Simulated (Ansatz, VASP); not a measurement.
**GaAs in two plane-wave programs**

Aim: how closely do two programs agree when they are given the same cell, functional and k mesh? The cell is taken from a series of VASP runs on this material, whose earlier steps may have relaxed, scaled or displaced it; both programs get it as it stands.

Program: Ansatz 0.2.0. Level of theory: plane waves, with VASP 6.6.1 beside it; band structure at PBEsol, single point at PBEsol and band structure at PBEsol, spin-orbit coupling. Results are calculated unless marked as measured.

## Step 1: The starting structure

Symmetry: F-43m, No. 216, cubic system. The conventional cell has a = 5.654 Å, b = 5.654 Å, c = 5.654 Å, α = 90.00°, β = 90.00°, γ = 90.00°. Nearest to Ga lie 4 As at 2.45 Å. Nearest to As lie 4 Ga at 2.45 Å. Farther neighbours are not listed.

## Step 2: Ansatz: band structure, PBEsol

Ansatz runs on its default PAW (the set named soft_2) files.

The same path points are solved in both programs, so levels can be compared one by one.

Input file input.yaml:

```yaml
crystal:
  lattice:
    - [0.0, 2.82685, 2.82685]
    - [2.82685, 0.0, 2.82685]
    - [2.82685, 2.82685, 0.0]
  atoms:
    - { symbol: Ga, position: [0.0, 0.0, 0.0] }
    - { symbol: As, position: [0.75, 0.75, 0.75] }
hamiltonian:
  xc: pbesol
  pseudopotentials: { kind: paw }
kpoints:
  mp_grid: { grid: [12, 12, 12] }
  band_path:
    path:
      - [0.0, 0.0, 0.0]
      - [0.17391, 0.0, 0.17391]
      - [0.34783, 0.0, 0.34783]
      - [0.5, 0.0, 0.5]
      - [0.5, 0.08696, 0.58696]
      - [0.5, 0.18478, 0.68478]
      - [0.49457, 0.25543, 0.75]
      - [0.45109, 0.29891, 0.75]
      - [0.40761, 0.34239, 0.75]
      - [0.34239, 0.34239, 0.68478]
      - [0.21196, 0.21196, 0.42391]
      - [0.08152, 0.08152, 0.16304]
      - [0.04348, 0.04348, 0.04348]
      - [0.23913, 0.23913, 0.23913]
      - [0.41304, 0.41304, 0.41304]
      - [0.5163, 0.46739, 0.5163]
      - [0.55978, 0.38043, 0.55978]
      - [0.6087, 0.28261, 0.6087]
      - [0.60326, 0.25, 0.64674]
      - [0.55978, 0.25, 0.69022]
      - [0.5163, 0.25, 0.7337]
      - [0.5, 0.30435, 0.69565]
      - [0.5, 0.3913, 0.6087]
      - [0.5, 0.47826, 0.52174]
      - [0.47283, 0.47283, 0.55435]
      - [0.42391, 0.42391, 0.65217]
      - [0.38043, 0.38043, 0.73913]
      - [0.59239, 0.18478, 0.59239]
      - [0.54891, 0.09783, 0.54891]
      - [0.5, 0.0, 0.5]
    npoints: 1
scf:
  occupations: { method: gaussian, width: 0.02 }
  n_extra_bands: 7
output:
  forces: true
  stress: true
  eigenvalues: true
  write_density: true
  write_potential: true
  elf: true
  volumetric_format: npy
```

The run is started by

```sh
$ ansatz run input.yaml --threads 2 --pin off --max-ram 4608MiB --backend cpu --events-out ev --progress --plain --runs-dir out
```

Numbers of over 12 decimals in the logs are rounded to 6 here.

Log:

```text
scf.n_extra_bands = 7 over 14 filled bands (N_el = 28.0): the run solves 21 bands
Engine: ansatz 0.2.0, x86_64-unknown-linux-gnu
Pseudopotentials: kind: paw
Pseudopotential: Ga, paw, valence charge 13, recommended cutoff 420 eV (normal), Ga.paw.azcp
Pseudopotential: As, paw, valence charge 15, recommended cutoff 420 eV (normal), As.paw.azcp
Functional definition: PBEsol
  exchange = pbesol_x
  correlation = pbesol_c
Crystal: 2 atoms, lattice volume = 45.179 Å³
Basis set: ecut = 420 eV, 893 PW (Γ), exchange–correlation on 54×54×54 points (8 copies of the dense FFT grid, shifted against one another)
Bands: 21, of which v1, the nominal top of the filled ones, is band 14 counted from 1 (13 counted from 0)
Symmetry: 24 space group operations
Space group: F-43m (ITA 216), of the structure as read, at distance tolerance 3.6e-5 Å
k-points: 72 of 1728 (time reversal used)
Non-local potential: Ga, projectors of the file, l = 0: 2, l = 1: 2, l = 2: 3, l = 3: 1
Non-local potential: As, projectors of the file, l = 0: 2, l = 1: 2, l = 2: 3, l = 3: 1
PAW form: soft (Blöchl's): semilocal exchange-correlation on the pseudo side does not see the compensation charge
PAW frozen core: Ga, regenerated for the run's functional, and the local potential with it (the file was generated under x = pbe(κ = 0.804, μ = 0.219515), c = pbe(β = 0.066725))
PAW frozen core: As, regenerated for the run's functional, and the local potential with it (the file was generated under x = pbe(κ = 0.804, μ = 0.219515), c = pbe(β = 0.066725))
PAW one-centre angular grid: Ga, 590 points (default); XC on 64 Gauss nodes
PAW one-centre angular grid: As, 590 points (default); XC on 64 Gauss nodes
Initial density: superposition of atomic densities (neutral atoms: chi_scale 0, normalization atom), corrected by the library's trained network
Initial wavefunctions: pseudopotential atomic-orbital guess
Functional: x = pbesol(κ = 0.804, μ = 0.123457), c = pbesol(β = 0.046)
SCF iter   1: F=—  HF=-8556.862880 eV  |F-HF|=—  |Δ(HF+E_count)|=         —  Δρ=3.34e-3  dr2=8.29e-3  ethr=1.77e-3  ⟨swp⟩=6.0  Hψ=7399  notcnv=0  defer=1
preconditioner: auto → none  [insulator: Δε(μ)=0.429 eV  Ē_g=17.898 eV  σ=0.020 eV  W_gap=1.00  n_scr=14 (ndim 8)  ℏωp=23.4 eV  f_vac=0.086  D(μ)=0.00/eV (n_scr^D=0)  ε∞_Penn≈2.7]
SCF iter   2: F=—  HF=-8556.859832 eV  |F-HF|=—  |Δ(HF+E_count)|=   3.05e-3  Δρ=1.32e-3  dr2=6.83e-4  ethr=2.96e-5  ⟨swp⟩=2.2  Hψ=2810  notcnv=0  defer=176
SCF iter   3: F=—  HF=-8556.859830 eV  |F-HF|=—  |Δ(HF+E_count)|=   2.07e-6  Δρ=4.71e-4  dr2=1.02e-4  ethr=2.44e-6  ⟨swp⟩=2.0  Hψ=2304  notcnv=0  defer=176
SCF iter   4: F=—  HF=-8556.859822 eV  |F-HF|=—  |Δ(HF+E_count)|=   7.44e-6  Δρ=2.26e-4  dr2=1.41e-5  ethr=3.65e-7  ⟨swp⟩=2.0  Hψ=1984  notcnv=0  defer=176
SCF iter   5: F=—  HF=-8556.859829 eV  |F-HF|=—  |Δ(HF+E_count)|=   7.19e-6  Δρ=3.63e-5  dr2=3.07e-7  ethr=5.03e-8  ⟨swp⟩=2.0  Hψ=1607  notcnv=0  defer=176
SCF iter   6: F=-8556.859830 eV  HF=-8556.859830 eV  |F-HF|=2.49e-9  |Δ(HF+E_count)|=   3.47e-7  Δρ=2.24e-6  dr2=1.42e-9  ethr=3.57e-10  ⟨swp⟩=11.3  Hψ=9813  notcnv=0
SCF 1 converged in 6 iterations: F = -8556.859830 eV  dr2 = 1.42e-9
  greatest PAW one-centre occupation: 0.999 electrons in one spin orbital (limit 2), on the As atom at site 1 (counted from 0), in its partial waves of l = 2
NSCF: frozen V_eff on 30 k-points
SCF converged after 6 iterations
Free energy (F): -8556.859830 eV
Harris-Foulkes:  -8556.859830 eV  (|F-HF|=2.49e-9)
Internal energy: -8556.859830 eV  (E = F + TS)
E sigma→0 (E₀):  -8556.859830 eV
Fermi energy:    8.270559 eV
--- Per-component energies (eV) ---
  E_band       = -316.255063
  E_kinetic    = 219.420517
  E_local      = -3918.805219  (includes V_loc(G=0)·N_el)
  E_nonlocal   = -242.314795
  E_hartree    = 1971.705555
  E_xc         = -147.270081
  E_vxc        = -137.465782  (∫ρ·V_xc dr)
  E_paw        = -3742.697287  (= ΣΔE_a)
  E_vpaw       = -180.500990  (= ΣTr[D̂ρ^β])
  E_aug_tail   = -0.000140  (compensation charges beyond the density's cutoff)
  E_ewald      = -2698.727786
  E_core_change = 1.829407  (= ΣΔE_core)
  E_smearing   = -0.000000  (= −TS)
  E_closure    = 0.000000  (closes the sum)
  Σ components = -8556.859830   (vs F -8556.859830, Δ=0.00e0)
--- Forces (eV/Å), atoms counted from 1 ---
  atom   1  Ga    -0.00000000     0.00000000     0.00000000
  atom   2  As     0.00000000     0.00000000    -0.00000000
  max |Σ_I F_I| component: 2.22e-16 eV/Å
--- Stress (GPa, compression-positive) ---
        0.206863       0.000000      -0.000000
       -0.000000       0.206863       0.000000
       -0.000000       0.000000       0.206863
  P = ⅓ Tr σ = 0.2069 GPa (2.069 kbar)
--- Band table (eV; the first three rows and the last of 72) ---
  k-point 0: bands = [... 10 lower, -4.7034, 8.0490, 8.0490, 8.0490, 8.4912, 11.7504, 11.7504, 11.7504, ... 3 higher]
  k-point 1: bands = [... 10 lower, -4.6211, 6.8108, 7.9347, 7.9347, 9.3555, 11.8926, 11.9200, 11.9200, ... 3 higher]
  k-point 2: bands = [... 10 lower, -4.3816, 5.3118, 7.6663, 7.6663, 9.6256, 12.2987, 12.2987, 12.6661, ... 3 higher]
  k-point 71: bands = [... 10 lower, -2.1335, 1.4031, 4.4817, 4.6736, 12.6438, 12.6799, 13.3959, 14.0023, ... 3 higher]
```

Wall time 3.3 s (2 threads of Intel Xeon 6975P-C (Granite Rapids), shared host); peak memory 0.43 GiB; 4.2 s of CPU time.

## Step 3: VASP: band structure, PBEsol

The same cell, functional, mesh and smearing now go to VASP, with its own data sets and cutoff.

Lines of VASP's logs that name or quote its potential files are left out, and so is its time.

Input file INCAR:

```
SYSTEM = GaAs
PREC = Accurate
ENCUT = 400
EDIFF = 1E-06
NELM = 100
ISMEAR = 0
SIGMA = 0.02
LREAL = .FALSE.
ALGO = Normal
GGA = PS
NBANDS = 21
LORBIT = 11
LWAVE = .FALSE.
LCHARG = .FALSE.
KPAR = 4
ISIF = 2
```

Input file POSCAR:

```
GaAs
1.0
    0.0000000000      2.8268500000      2.8268500000
    2.8268500000      0.0000000000      2.8268500000
    2.8268500000      2.8268500000      0.0000000000
Ga As
1 1
Direct
    0.0000000000      0.0000000000      0.0000000000
    0.7500000000      0.7500000000      0.7500000000
```

Input file KPOINTS:

```
Automatic mesh
0
Gamma
12 12 12
0 0 0
```

Input file KPOINTS_OPT:

```
Line mode
24
Line-mode
Reciprocal
  0.00000000   0.00000000   0.00000000 GAMMA
  0.50000000   0.00000000   0.50000000 X

  0.50000000   0.00000000   0.50000000 X
  0.50000000   0.25000000   0.75000000 W

  0.50000000   0.25000000   0.75000000 W
  0.37500000   0.37500000   0.75000000 K

  0.37500000   0.37500000   0.75000000 K
  0.00000000   0.00000000   0.00000000 GAMMA

  0.00000000   0.00000000   0.00000000 GAMMA
  0.50000000   0.50000000   0.50000000 L

  0.50000000   0.50000000   0.50000000 L
  0.62500000   0.25000000   0.62500000 U

  0.62500000   0.25000000   0.62500000 U
  0.50000000   0.25000000   0.75000000 W

  0.50000000   0.25000000   0.75000000 W
  0.50000000   0.50000000   0.50000000 L

  0.50000000   0.50000000   0.50000000 L
  0.37500000   0.37500000   0.75000000 K

  0.62500000   0.25000000   0.62500000 U
  0.50000000   0.00000000   0.50000000 X
```

PAW data sets: Ga_d and As (PBE family, release 64).

The run is started by

```sh
$ mpirun -np 4 vasp_std
```

Log:

```text
[banner, memory and clock lines left out]
running    4 mpi-ranks, on    1 nodes
 distrk:  each k-point on    1 cores,    4 groups
 distr:  one band on    1 cores,    1 groups

 POSCAR found type information on POSCAR GaAs
 POSCAR found :  2 types and       2 ions
|                                                                             |
|               ----> ADVICE to this user running VASP <----                  |
|                                                                             |
|     You enforced a specific xc type in the INCAR file but a different       |
|     [... a line on the potential file left out ...]
|     I HOPE YOU KNOW WHAT YOU ARE DOING!                                     |
|                                                                             |

 LDA part: xc-table for (Slater+PW92), standard interpolation
 POSCAR, INCAR and KPOINTS ok, starting setup
 FFT: planning ... GRIDC
 FFT: planning ... GRID_SOFT
 FFT: planning ... GRID
 WAVECAR not read
 entering main loop
       N       E                     dE             d eps       ncg     rms          rms(c)
DAV:   1     0.945177046702E+02    0.94518E+02   -0.71672E+03  3342   0.999E+02
DAV:   2     0.354735363752E+00   -0.94163E+02   -0.87375E+02  3208   0.279E+02
DAV:   3    -0.911778771470E+01   -0.94725E+01   -0.93938E+01  3633   0.615E+01
DAV:   4    -0.928793158213E+01   -0.17014E+00   -0.17008E+00  3538   0.874E+00
DAV:   5    -0.928963300998E+01   -0.17014E-02   -0.17013E-02  3529   0.866E-01    0.294E+00
DAV:   6    -0.912334609041E+01    0.16629E+00   -0.16377E-01  4451   0.692E+00    0.174E+00
DAV:   7    -0.909191384382E+01    0.31432E-01   -0.49726E-02  4048   0.153E+00    0.538E-01
DAV:   8    -0.909011228378E+01    0.18016E-02   -0.80747E-03  3498   0.817E-01    0.111E-01
DAV:   9    -0.909028115257E+01   -0.16887E-03   -0.69400E-04  3648   0.249E-01    0.468E-02
DAV:  10    -0.909030847369E+01   -0.27321E-04   -0.40566E-05  3879   0.482E-02    0.253E-02
DAV:  11    -0.909032965974E+01   -0.21186E-04   -0.19720E-05  3345   0.350E-02    0.307E-03
DAV:  12    -0.909032964208E+01    0.17657E-07   -0.61147E-07  3034   0.832E-03
   1 F= -.90903296E+01 E0= -.90903296E+01  d E =-.600174E-13
 Start KPOINTS_OPT (optional k-point list driver)
k-point batch [1-72\240]
       N       E                     dE             ncg
DAV:   1    -0.133686355198E+04   -0.37225E+05     3342
DAV:   2    -0.812746358589E+04   -0.67906E+04     3233
DAV:   3    -0.880718262350E+04   -0.67972E+03     3754
DAV:   4    -0.881881750395E+04   -0.11635E+02     3622
DAV:   5    -0.881893165675E+04   -0.11415E+00     3617
DAV:   6    -0.881893511397E+04   -0.34572E-02     4166
DAV:   7    -0.881893516300E+04   -0.49031E-04     3527
DAV:   8    -0.881893516460E+04   -0.16005E-05     2920
DAV:   9    -0.881893516480E+04   -0.20105E-06     2283
[...]
k-point batch [217-240\240]
       N       E                     dE             ncg
DAV:   1     0.253810725760E+05   -0.14539E+05     1115
DAV:   2     0.230359980649E+05   -0.23451E+04     1071
DAV:   3     0.228025608530E+05   -0.23344E+03     1284
DAV:   4     0.227986404794E+05   -0.39204E+01     1226
DAV:   5     0.227986051021E+05   -0.35377E-01     1197
DAV:   6     0.227986040603E+05   -0.10418E-02     1358
DAV:   7     0.227986040467E+05   -0.13572E-04     1190
DAV:   8     0.227986040462E+05   -0.50492E-06     1045
```

OUTCAR, selected parts (step 3):

```text
ion  position               nearest neighbor table
   1  0.000  0.000  0.000-   2 2.45   2 2.45   2 2.45   2 2.45
   2  0.750  0.750  0.750-   1 2.45   1 2.45   1 2.45   1 2.45

  LATTYP: Found a face centered cubic cell.
 ALAT       =     5.6537000000

 Subroutine GETGRP returns: Found 24 space group operations
 (whereof 24 operations were pure point group operations)

The static configuration has the point symmetry T_d .

 Found     72 irreducible k-points:

   k-points           NKPTS =     72   k-points in BZ     NKDIM =     72   number of bands    NBANDS=     21

   dimension x,y,z NGX =    28 NGY =   28 NGZ =   28
   dimension x,y,z NGXF=    56 NGYF=   56 NGZF=   56

   ENCUT  =  400.0 eV  29.40 Ry    5.42 a.u.   6.52  6.52  6.52*2*pi/ulx,y,z

   NELECT =      18.0000    total number of electrons

 k-points in reciprocal lattice and weights: Automatic mesh
   0.00000000  0.00000000  0.00000000       0.001
   0.08333333  0.00000000  0.00000000       0.005
   0.16666667  0.00000000  0.00000000       0.005
   0.25000000  0.00000000  0.00000000       0.005
   0.33333333  0.00000000  0.00000000       0.005
   0.41666667  0.00000000  0.00000000       0.005
   0.50000000  0.00000000  0.00000000       0.002
   0.08333333  0.08333333  0.00000000       0.003
   0.16666667  0.08333333  0.00000000       0.014
[...]
-0.33333333  0.50000000  0.16666667       0.007
  -0.25000000  0.50000000  0.25000000       0.003

 average (electrostatic) potential at core
       1 -66.2236       2 -50.2177

 E-fermi :   3.8914

 k-point     1 :       0.0000    0.0000    0.0000
  band No.  band energies     occupation
    ...
      5     -10.8888      2.00000
      6      -8.9500      2.00000
      7       3.8028      2.00000
      8       3.8029      2.00000
      9       3.8029      2.00000
     10       4.2581      0.00000
     11       7.4928      0.00000
     12       7.4928      0.00000
     13       7.4928      0.00000
     14      11.1930      0.00000
    ...

 k-point     2 :       0.0833    0.0000    0.0000
  band No.  band energies     occupation
    ...
      5     -10.8887      2.00000
      6      -8.8676      2.00000
      7       2.5668      2.00000
      8       3.6881      2.00000
      9       3.6881      2.00000
     10       5.1175      0.00000
     11       7.6376      0.00000
     12       7.6628      0.00000
     13       7.6628      0.00000
     14      11.6732      0.00000
    ...

 k-point     3 :       0.1667    0.0000    0.0000
  band No.  band energies     occupation
    ...
      5     -10.8886      2.00000
      6      -8.6276      2.00000
      7       1.0649      2.00000
      8       3.4187      2.00000
      9       3.4187      2.00000
     10       5.3825      0.00000
     11       8.0423      0.00000
     12       8.0423      0.00000
     13       8.4182      0.00000
     14      12.5755      0.00000
    ...

  Total        0.0428974      0.0428974      0.0428974     -0.0000000     -0.0000000     -0.0000000
  in kB        1.5212591      1.5212591      1.5212591     -0.0000000     -0.0000000     -0.0000000
  external PRESSURE =       1.5212591 kB  Pullay stress =       0.0000000 kB

  energy-cutoff  :      400.00
  volume of cell :       45.18
      direct lattice vectors                 reciprocal lattice vectors
     0.000000000  2.826850000  2.826850000    -0.176875321  0.176875321  0.176875321
     2.826850000  0.000000000  2.826850000     0.176875321 -0.176875321  0.176875321
     2.826850000  2.826850000  0.000000000     0.176875321  0.176875321 -0.176875321

 POSITION                                       TOTAL-FORCE (eV/Angst)
 -----------------------------------------------------------------------------------
      0.00000      0.00000      0.00000         0.000000      0.000000      0.000000
      4.24027      4.24027      4.24027        -0.000000     -0.000000     -0.000000
 -----------------------------------------------------------------------------------
    total drift:                               -0.000001     -0.000001     -0.000001

  FREE ENERGIE OF THE ION-ELECTRON SYSTEM (eV)
  ---------------------------------------------------
  free  energy   TOTEN  =        -9.0903296421 eV

  energy  without entropy=       -9.0903296421  energy(sigma->0) =       -9.09032964

 total charge
# of ion       s       p       d       tot
------------------------------------------
    1        0.884   0.803   9.994  11.682
    2        1.213   1.589   0.031   2.834
--------------------------------------------------
tot          2.097   2.392  10.025  14.515

[... 3 further parts left out ...]
```

The run ends at a pressure of 0.15 GPa.

## Step 4: Differences

Known differences besides the potentials themselves: the data sets hold 28 valence electrons in Ansatz (default PAW (the set named soft_2) files) and 18 in VASP; the cutoff is 420 eV in Ansatz and 400 eV in VASP; Ansatz makes its cores anew for this functional, VASP keeps those of its PBE data sets; VASP leaves aspherical gradient terms in its spheres out (LASPH is not set), Ansatz keeps them. Total energies have different zeros and are not compared.

Compared:

```tsv
quantity	Ansatz	VASP	difference
pressure (GPa)	0.21	0.15	+0.05
gap over the path points (eV)	0.442	0.455	-0.013
```

Levels at points of the path, from each program's valence-band top (eV; 3 filled, then empty):

```tsv
k (reciprocal lattice)	Ansatz	VASP
0.000 0.000 0.000	0.00 0.00 0.00 0.44 3.70 3.70	0.00 0.00 0.00 0.46 3.69 3.69
0.174 0.000 0.174	-2.86 -1.08 -1.08 2.43 3.09 5.36	-2.85 -1.09 -1.09 2.42 3.10 5.35
0.348 0.000 0.348	-5.58 -2.31 -2.31 1.44 2.43 8.24	-5.58 -2.32 -2.32 1.43 2.43 8.23
0.500 0.000 0.500	-6.84 -2.69 -2.69 1.36 1.58 10.13	-6.85 -2.70 -2.70 1.35 1.57 10.13
0.500 0.087 0.587	-6.79 -2.96 -2.91 1.93 2.16 8.98	-6.80 -2.97 -2.92 1.92 2.15 8.98
0.500 0.185 0.685	-6.68 -3.44 -3.29 3.53 3.72 6.61	-6.69 -3.45 -3.29 3.53 3.72 6.60
0.495 0.255 0.750	-6.65 -3.57 -3.37 4.54 4.65 5.37	-6.66 -3.58 -3.38 4.54 4.65 5.37
0.451 0.299 0.750	-6.64 -3.74 -2.97 3.27 4.67 6.23	-6.66 -3.75 -2.98 3.26 4.67 6.23
0.408 0.342 0.750	-6.64 -3.87 -2.45 2.18 4.59 7.34	-6.66 -3.88 -2.45 2.17 4.59 7.34
0.342 0.342 0.685	-6.52 -4.01 -2.04 2.10 5.63 7.33	-6.53 -4.02 -2.04 2.09 5.63 7.32
```

Among the levels compared at these points, filled levels agree within 14 meV and empty ones within 13 meV. Ansatz's pressure holds a Pulay correction of 0.03 GPa; VASP's holds none.

(Continued in part 2 of 2.)

[Lines on the potential files, build, host, timing and source positions are cut from VASP's logs without a mark.]

[Logs are printed without paths, hosts, clocks, repeated set-up lines and the standing remarks that a program may print on its own settings, such as how far it seeks lower states.]

[Hosts, paths, dates, database ids (printed as entryN), source tags and the programs' standing remarks are cut or masked in the printed files.]
